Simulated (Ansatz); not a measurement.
Ni in Ansatz: the effect of functional

The system is Ni.

```xyz
1
Lattice="-1.3555 1.3555 1.3555 1.3555 -1.3555 1.3555 1.3555 1.3555 -1.3555" Properties=species:S:1:pos:R:3 pbc="T T T"
Ni    0.0000    0.0000    0.0000
```

This isn't the form of Ni at room conditions, which is fcc.

The cell isn't the ideal one: volume scaled by 0.94.

Alike in all runs:

* Program: Ansatz 0.2.0
* Task: single point
* Potentials or basis: Ansatz PAW
* k mesh: 13 × 13 × 13
* Occupations: fermi-dirac, width 0.05 eV
* Spin: collinear spin, ferromagnetic start
* Starting moments: [1.0] μB

| functional | cutoff | pressure (GPa) | moment (μB) |
| --- | --- | --- | --- |
| LDA | 420 eV (not typed: the program's choice for these potentials) | ? | ? |
| PBEsol | 420 eV (not typed: the program's choice for these potentials) | 12.4 | 0.52 |
| r2SCAN | 500 eV (not typed: the program's choice for these potentials) | 15.2 | 0.64 |

**Question.** What does the run with functional LDA give?

**Answer.** Pressure 2.3 GPa; moment 0.21 μB.

Caveats: the PAW data sets come from PBE, with cores solved anew for the run's functional, which leaves a small shift of forces and pressure; the magnetic or orbital state may not be the lowest (some runs).
